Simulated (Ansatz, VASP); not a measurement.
## GaP: VASP beside Ansatz

Aim: how closely do two programs agree when they are given the same cell, functional and k mesh?

Calculated with Ansatz 0.2.0; plane waves, with VASP 6.6.1 beside it; single point at PBE.

## 1. Starting point

It takes space group F-43m (No. 216, cubic). Conventional cell: a = 5.339 Å, b = 5.339 Å, c = 5.339 Å, α = 90.00°, β = 90.00°, γ = 90.00°. Nearest to Ga lie 4 P at 2.31 Å. P has 4 Ga at 2.31 Å nearest. Farther neighbours are not listed.

## 2. VASP: single point, PBE

With cell and atoms fixed, the geometry can't cause a difference; cores, projectors, grids and the points listed under the comparison can.

Lines of VASP's logs that name or quote its potential files are left out, and so is its time.

Contents of INCAR:

```
SYSTEM = GaP
PREC = Accurate
ENCUT = 430
EDIFF = 1E-08
NELM = 100
ISMEAR = 0
SIGMA = 0.01
LREAL = .FALSE.
ALGO = Normal
GGA = PE
NBANDS = 15
LORBIT = 11
LWAVE = .TRUE.
LCHARG = .FALSE.
KPAR = 8
```

Contents of POSCAR:

```
GaP
1.0
    0.0000000000      2.6696170428      2.6696170428
    2.6696170428      0.0000000000      2.6696170428
    2.6696170428      2.6696170428      0.0000000000
Ga P
1 1
Direct
    0.0000000000      0.0000000000      0.0000000000
    0.7500000000      0.7500000000      0.7500000000
```

Contents of KPOINTS:

```
Automatic mesh
0
Gamma
6 6 6
0 0 0
```

PAW data sets: Ga_d_GW and P_GW (PBE family, release 64).

Started as:

```sh
> mpirun -np 8 vasp_std
```

Numbers of over 12 decimals in the logs are rounded to 6 here.

What it wrote:

```text
[banner, memory and clock lines left out]
running    8 mpi-ranks, on    1 nodes
 distrk:  each k-point on    1 cores,    8 groups
 distr:  one band on    1 cores,    1 groups

 POSCAR found type information on POSCAR GaP
 POSCAR found :  2 types and       2 ions
|                                                                             |
|           W    W    AA    RRRRR   N    N  II  N    N   GGGG   !!!           |
|           W    W   A  A   R    R  NN   N  II  NN   N  G    G  !!!           |
|           W    W  A    A  R    R  N N  N  II  N N  N  G       !!!           |
|           W WW W  AAAAAA  RRRRR   N  N N  II  N  N N  G  GGG   !            |
|           WW  WW  A    A  R   R   N   NN  II  N   NN  G    G                |
|           W    W  A    A  R    R  N    N  II  N    N   GGGG   !!!           |
|                                                                             |
|     For optimal performance we recommend to set                             |
|       NCORE = 2 up to number-of-cores-per-socket                            |
|     NCORE specifies how many cores store one orbital (NPAR=cpu/NCORE).      |
|     This setting can greatly improve the performance of VASP for DFT.       |
|     The default, NCORE=1 might be grossly inefficient on modern             |
|     multi-core architectures or massively parallel machines. Do your        |
|     Unfortunately you need to use the default for GW and RPA                |
|     calculations (for HF NCORE is supported but not extensively tested      |
|     yet).                                                                   |
|                                                                             |

 LDA part: xc-table for (Slater+PW92), standard interpolation
 POSCAR, INCAR and KPOINTS ok, starting setup
 FFT: planning ... GRIDC
 FFT: planning ... GRID_SOFT
 FFT: planning ... GRID
 WAVECAR not read
 entering main loop
       N       E                     dE             d eps       ncg     rms          rms(c)
DAV:   1     0.127410966389E+03    0.12741E+03   -0.93878E+03   488   0.135E+03
DAV:   2     0.690418126717E+00   -0.12672E+03   -0.12155E+03   557   0.340E+02
DAV:   3    -0.895153922790E+01   -0.96420E+01   -0.96030E+01   663   0.116E+02
DAV:   4    -0.928683232541E+01   -0.33529E+00   -0.33518E+00   731   0.230E+01
DAV:   5    -0.930271477802E+01   -0.15882E-01   -0.15882E-01   736   0.324E+00    0.515E+00
DAV:   6    -0.903150778596E+01    0.27121E+00   -0.46910E-01   776   0.155E+01    0.291E+00
DAV:   7    -0.899542999758E+01    0.36078E-01   -0.11461E-01   665   0.294E+00    0.103E+00
DAV:   8    -0.899556429944E+01   -0.13430E-03   -0.83677E-03   589   0.679E-01    0.164E-01
DAV:   9    -0.899588112250E+01   -0.31682E-03   -0.12349E-03   695   0.327E-01    0.486E-02
DAV:  10    -0.899601895126E+01   -0.13783E-03   -0.16743E-04   612   0.131E-01    0.133E-02
DAV:  11    -0.899603154648E+01   -0.12595E-04   -0.22392E-05   748   0.591E-02    0.288E-03
DAV:  12    -0.899603220276E+01   -0.65629E-06   -0.11775E-06   603   0.972E-03    0.850E-04
DAV:  13    -0.899603223034E+01   -0.27575E-07   -0.66024E-08   725   0.189E-03    0.104E-04
DAV:  14    -0.899603223256E+01   -0.22196E-08   -0.33512E-09   450   0.577E-04
   1 F= -.89960322E+01 E0= -.89960322E+01  d E =-.986807E-13
 writing wavefunctions
```

OUTCAR, selected parts (step 2):

```text
ion  position               nearest neighbor table
   1  0.000  0.000  0.000-   2 2.31   2 2.31   2 2.31   2 2.31
   2  0.750  0.750  0.750-   1 2.31   1 2.31   1 2.31   1 2.31

  LATTYP: Found a face centered cubic cell.
 ALAT       =     5.3392340856

 Subroutine GETGRP returns: Found 24 space group operations
 (whereof 24 operations were pure point group operations)

The static configuration has the point symmetry T_d .

 Found     16 irreducible k-points:

   k-points           NKPTS =     16   k-points in BZ     NKDIM =     16   number of bands    NBANDS=     15

   dimension x,y,z NGX =    28 NGY =   28 NGZ =   28
   dimension x,y,z NGXF=    56 NGYF=   56 NGZF=   56

   ENCUT  =  430.0 eV  31.60 Ry    5.62 a.u.   6.38  6.38  6.38*2*pi/ulx,y,z

   NELECT =      18.0000    total number of electrons

 k-points in reciprocal lattice and weights: Automatic mesh
   0.00000000  0.00000000  0.00000000       0.005
   0.16666667  0.00000000  0.00000000       0.037
   0.33333333  0.00000000  0.00000000       0.037
   0.50000000  0.00000000  0.00000000       0.019
   0.16666667  0.16666667  0.00000000       0.028
   0.33333333  0.16666667  0.00000000       0.111
   0.50000000  0.16666667  0.00000000       0.111
  -0.33333333  0.16666667  0.00000000       0.111
  -0.16666667  0.16666667  0.00000000       0.056
[...]
-0.33333333  0.33333333  0.16666667       0.111
  -0.33333333  0.50000000  0.16666667       0.056

 average (electrostatic) potential at core
       1 -65.1129       2 -74.2501

 E-fermi :   5.0456

 k-point     1 :       0.0000    0.0000    0.0000
  band No.  band energies     occupation
    ...
      5      -9.5523      2.00000
      6      -7.9783      2.00000
      7       5.0004      2.00000
      8       5.0004      2.00000
      9       5.0004      2.00000
     10       7.3412      0.00000
     11       8.8565      0.00000
     12       8.8565      0.00000
     13       8.8565      0.00000
     14      14.0910      0.00000
    ...

 k-point     2 :       0.1667    0.0000    0.0000
  band No.  band energies     occupation
    ...
      5      -9.5523      2.00000
      6      -7.5910      2.00000
      7       2.5522      2.00000
      8       4.5917      2.00000
      9       4.5917      2.00000
     10       7.6742      0.00000
     11       9.4470      0.00000
     12       9.4470      0.00000
     13      10.2698      0.00000
     14      13.9599      0.00000
    ...

 k-point     3 :       0.3333    0.0000    0.0000
  band No.  band energies     occupation
    ...
      5      -9.5479      2.00000
      6      -6.5585      2.00000
      7      -0.4501      2.00000
      8       4.0132      2.00000
      9       4.0132      2.00000
     10       7.0902      0.00000
     11       9.8089      0.00000
     12       9.8089      0.00000
     13      12.8994      0.00000
     14      14.7037      0.00000
    ...

  Total        2.0663243      2.0663243      2.0663243      0.0000000      0.0000000      0.0000000
  in kB       87.0025888     87.0025888     87.0025888      0.0000000      0.0000000      0.0000000
  external PRESSURE =      87.0025888 kB  Pullay stress =       0.0000000 kB

  energy-cutoff  :      430.00
  volume of cell :       38.05
      direct lattice vectors                 reciprocal lattice vectors
     0.000000000  2.669617043  2.669617043    -0.187292781  0.187292781  0.187292781
     2.669617043  0.000000000  2.669617043     0.187292781 -0.187292781  0.187292781
     2.669617043  2.669617043  0.000000000     0.187292781  0.187292781 -0.187292781

 POSITION                                       TOTAL-FORCE (eV/Angst)
 -----------------------------------------------------------------------------------
      0.00000      0.00000      0.00000         0.000000      0.000000      0.000000
      4.00443      4.00443      4.00443        -0.000000     -0.000000     -0.000000
 -----------------------------------------------------------------------------------
    total drift:                               -0.000010     -0.000010     -0.000010

  FREE ENERGIE OF THE ION-ELECTRON SYSTEM (eV)
  ---------------------------------------------------
  free  energy   TOTEN  =        -8.9960322326 eV

  energy  without entropy=       -8.9960322326  energy(sigma->0) =       -8.99603223

 total charge
# of ion       s       p       d       tot
------------------------------------------
    1        0.859   0.920   9.977  11.756
    2        1.117   1.773   0.054   2.943
--------------------------------------------------
tot          1.976   2.693  10.031  14.700

[... 3 further parts left out ...]
```

The run ends at a pressure of 8.70 GPa.

## 3. Ansatz: single point, PBE

Ansatz runs on its default PAW (the set named soft_2) files.

The same cell, functional, mesh and smearing now go to Ansatz, which takes its cutoff from its data sets.

Contents of input.yaml:

```yaml
crystal:
  lattice:
    - [0.0, 2.6696170428, 2.6696170428]
    - [2.6696170428, 0.0, 2.6696170428]
    - [2.6696170428, 2.6696170428, 0.0]
  atoms:
    - { symbol: Ga, position: [0.0, 0.0, 0.0] }
    - { symbol: P, position: [0.75, 0.75, 0.75] }
hamiltonian:
  xc: pbe
  pseudopotentials: { kind: paw }
kpoints:
  mp_grid: { grid: [6, 6, 6] }
scf:
  occupations: { method: gaussian, width: 0.01 }
  n_extra_bands: 4
output:
  forces: true
  stress: true
  eigenvalues: true
```

Started as:

```sh
> ansatz run input.yaml --threads 2 --pin off --max-ram 4608MiB --backend cpu --events-out ev --progress --plain --runs-dir out
```

What it wrote:

```text
scf.n_extra_bands = 4 over 9 filled bands (N_el = 18.0): the run solves 13 bands
Engine: ansatz 0.2.0, aarch64-unknown-linux-gnu
Pseudopotentials: kind: paw
Pseudopotential: Ga, paw, valence charge 13, recommended cutoff 420 eV (normal), Ga.paw.azcp
Pseudopotential: P, paw, valence charge 5, recommended cutoff 420 eV (normal), P.paw.azcp
Functional definition: PBE
  parameter kappa = 0.804
  parameter beta = 0.066725
  exchange = pbe_x(kappa = kappa, mu = beta*pi^2/3)
  correlation = pbe_c(beta = beta)
Crystal: 2 atoms, lattice volume = 38.052 Å³
Basis set: ecut = 420 eV, 725 PW (Γ), exchange–correlation on 54×54×54 points (8 copies of the dense FFT grid, shifted against one another)
Bands: 13, of which v1, the nominal top of the filled ones, is band 9 counted from 1 (8 counted from 0)
Symmetry: 24 space group operations
Space group: F-43m (ITA 216), of the structure as read, at distance tolerance 3.4e-5 Å
k-points: 16 of 216 (time reversal used)
Non-local potential: Ga, projectors of the file, l = 0: 2, l = 1: 2, l = 2: 3, l = 3: 1
Non-local potential: P, projectors of the file, l = 0: 2, l = 1: 2, l = 2: 2
PAW form: soft (Blöchl's): semilocal exchange-correlation on the pseudo side does not see the compensation charge
PAW one-centre angular grid: Ga, 590 points (default); XC on 64 Gauss nodes
PAW one-centre angular grid: P, 110 points (default); XC on 64 Gauss nodes
Initial density: superposition of atomic densities (neutral atoms: chi_scale 0, normalization atom), corrected by the library's trained network
Initial wavefunctions: pseudopotential atomic-orbital guess
Functional: x = pbe(κ = 0.804, μ = 0.219515), c = pbe(β = 0.066725)
SCF iter   1: F=—  HF=-4539.452227 eV  |F-HF|=—  |Δ(HF+E_count)|=         —  Δρ=1.40e-3  dr2=7.61e-4  ethr=1.77e-3  ⟨swp⟩=6.4  Hψ=1413  notcnv=0
preconditioner: auto → none  [insulator: Δε(μ)=1.507 eV  Ē_g=15.785 eV  σ=0.010 eV  W_gap=1.00  n_scr=14 (ndim 8)  ℏωp=25.5 eV  f_vac=0.006  D(μ)=0.00/eV (n_scr^D=0)  ε∞_Penn≈3.6]
SCF iter   2: F=—  HF=-4539.451273 eV  |F-HF|=—  |Δ(HF+E_count)|=   9.53e-4  Δρ=1.53e-3  dr2=5.17e-4  ethr=4.23e-6  ⟨swp⟩=2.8  Hψ=600  notcnv=0
SCF iter   3: F=—  HF=-4539.451018 eV  |F-HF|=—  |Δ(HF+E_count)|=   2.55e-4  Δρ=6.90e-4  dr2=9.38e-5  ethr=2.87e-6  ⟨swp⟩=2.0  Hψ=416  notcnv=0
SCF iter   4: F=—  HF=-4539.451038 eV  |F-HF|=—  |Δ(HF+E_count)|=   2.03e-5  Δρ=3.07e-4  dr2=1.80e-5  ethr=5.21e-7  ⟨swp⟩=2.0  Hψ=411  notcnv=0
SCF iter   5: F=—  HF=-4539.451029 eV  |F-HF|=—  |Δ(HF+E_count)|=   8.91e-6  Δρ=9.57e-5  dr2=2.25e-6  ethr=9.99e-8  ⟨swp⟩=2.1  Hψ=303  notcnv=0
SCF iter   6: F=—  HF=-4539.451029 eV  |F-HF|=—  |Δ(HF+E_count)|=   3.53e-7  Δρ=5.97e-5  dr2=6.51e-7  ethr=1.25e-8  ⟨swp⟩=2.9  Hψ=356  notcnv=0
SCF iter   7: F=-4539.451029 eV  HF=-4539.451029 eV  |F-HF|=4.73e-8  |Δ(HF+E_count)|=   2.50e-7  Δρ=1.52e-5  dr2=4.05e-8  ethr=5.56e-10  ⟨swp⟩=4.9  Hψ=1090  notcnv=0
SCF 1 converged in 7 iterations: F = -4539.451029 eV  dr2 = 4.05e-8
  greatest PAW one-centre occupation: 0.994 electrons in one spin orbital (limit 2), on the Ga atom at site 0 (counted from 0), in its partial waves of l = 2
SCF converged after 7 iterations
Free energy (F): -4539.451029 eV
Harris-Foulkes:  -4539.451029 eV  (|F-HF|=4.73e-8)
Internal energy: -4539.451029 eV  (E = F + TS)
E sigma→0 (E₀):  -4539.451029 eV
Fermi energy:    8.658316 eV
--- Per-component energies (eV) ---
  E_band       = -46.488134
  E_kinetic    = 188.416286
  E_local      = -2158.696293  (includes V_loc(G=0)·N_el)
  E_nonlocal   = 458.855581
  E_hartree    = 1001.718401
  E_xc         = -131.833116
  E_vxc        = -120.417097  (∫ρ·V_xc dr)
  E_paw        = -2557.912219  (= ΣΔE_a)
  E_vpaw       = -418.071537  (= ΣTr[D̂ρ^β])
  E_aug_tail   = -0.000120  (compensation charges beyond the density's cutoff)
  E_ewald      = -1339.999549
  E_smearing   = -0.000000  (= −TS)
  E_closure    = -0.000000  (closes the sum)
  Σ components = -4539.451029   (vs F -4539.451029, Δ=0.00e0)
--- Forces (eV/Å), atoms counted from 1 ---
  atom   1  Ga    -0.00000000     0.00000000    -0.00000000
  atom   2  P      0.00000000    -0.00000000    -0.00000000
  max |Σ_I F_I| component: 5.55e-17 eV/Å
--- Stress (GPa, compression-positive) ---
        8.772489      -0.000000      -0.000000
        0.000000       8.772489       0.000000
       -0.000000       0.000000       8.772489
  P = ⅓ Tr σ = 8.7725 GPa (87.725 kbar)
--- Band table (eV; the first three rows and the last of 16) ---
  k-point 0: bands = [... 5 lower, -5.0760, 7.9016, 7.9016, 7.9016, 10.2471, 11.7583, 11.7583, 11.7583]
  k-point 1: bands = [... 5 lower, -4.6883, 5.4553, 7.4932, 7.4932, 10.5777, 12.3484, 12.3484, 13.1711]
  k-point 2: bands = [... 5 lower, -3.6548, 2.4526, 6.9144, 6.9144, 9.9934, 12.7104, 12.7104, 15.7993]
  k-point 15: bands = [... 5 lower, -1.7251, 1.0075, 4.2394, 4.3437, 11.3484, 11.6138, 15.6399, 15.6918]
```

Wall time 1.4 s (2 threads of Arm Neoverse N1, shared host); peak memory 0.28 GiB.

In the SCF lines HF is the Harris–Foulkes energy and dr2 the Hartree energy of the density residual, in eV; the loop may stop once dr2 is under the threshold and the program's other checks hold. Hψ counts applications of the Hamiltonian.

The run ends at a pressure of 8.77 GPa.

## 4. Side by side

Known differences besides the potentials themselves: the cutoff is 420 eV in Ansatz and 430 eV in VASP; VASP leaves aspherical gradient terms in its spheres out (LASPH is not set), Ansatz keeps them. Total energies have different zeros and are not compared.

Both answers:

```tsv
quantity	Ansatz	VASP	difference
gap on the k mesh (eV)	1.513	1.509	+0.004
```

Not compared: the pressure (VASP's GW data sets at this cutoff don't carry it). A gap on the mesh is an upper bound, since the band edges may lie between its points.

## 5. Other set-ups

Further runs change the set-up of one program: Ansatz's method, potentials or start, or VASP's data sets, cutoff or form of LDA. The table gives Ansatz less VASP for each quantity, since a change that brings one quantity closer may part another.

```tsv
run	gap on the k mesh (eV)
as above	0.0041
Ansatz's all-electron LAPW method	0.0060
```

## 6. What came out

| Quantity | Value |
| --- | --- |
| difference in gap on the k mesh (single point, PBE) | 0.0041 eV |

**Reading.** The difference in gap on the k mesh is 0.0041 eV (single point, PBE), within the 0.08 eV picked in this series as the mark of a large difference. Single point, PBE, Ansatz's all-electron LAPW method: the difference in gap on the k mesh goes from 0.0041 to 0.0060 eV. How closely two codes agree says nothing of how well the functional describes the real material.

[Lines on the potential files, build, host, timing and source positions are cut from VASP's logs without a mark.]

[Logs are printed without paths, hosts, clocks, repeated set-up lines and the standing remarks that a program may print on its own settings, such as how far it seeks lower states.]

[Hosts, paths, dates, database ids (printed as entryN), source tags and the programs' standing remarks are cut or masked in the printed files.]
